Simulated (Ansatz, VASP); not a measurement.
CdSe: VASP beside Ansatz

```
Cd Se
1.0
     0.00000    3.07027    3.07027
     3.07027    0.00000    3.07027
     3.07027    3.07027    0.00000
Cd Se
1 1
Direct
  0.00000 0.00000 0.00000
  0.25000 0.25000 0.25000
```

Measurements of this composition are mostly on another form, of space group No. 186.

Alike in both runs: task band structure; functional r2SCANh; k mesh 4 × 4 × 4; occupations fermi-dirac, width 0.05 eV; no spin polarisation.

```csv
,VASP,Ansatz
version,VASP 6.6.1,Ansatz 0.2.0
potentials or method,"VASP PAW PBE potentials, release 64 (Cd, Se)",Ansatz PAW
plane-wave cutoff (eV),520,500
valence electrons in the cell,18,36
```

```csv
,VASP,Ansatz,Ansatz less VASP
gap on the k mesh at the Fermi level (eV),1.57,1.57,+0.001
least direct gap on the mesh (eV),1.57,1.57,+0.001
gap along the band path (eV),1.57,1.57,+0.001
pressure (GPa),-0.1,-0.3,-0.18
```

With one functional, cell and mesh, what is left measures potentials, basis and numerics. The two sets of potentials don't hold the same shells in valence.

Caveats: the k mesh is coarse (spacing up to 0.44 Å⁻¹), so the values aren't converged, least of all with exact exchange; the PAW data sets were made with another functional, which shifts forces and pressure a little (VASP); the PAW data sets come from PBE, with cores solved anew for the run's functional, which leaves a small shift of forces and pressure (Ansatz); the thresholds are loose for stress (Ansatz).
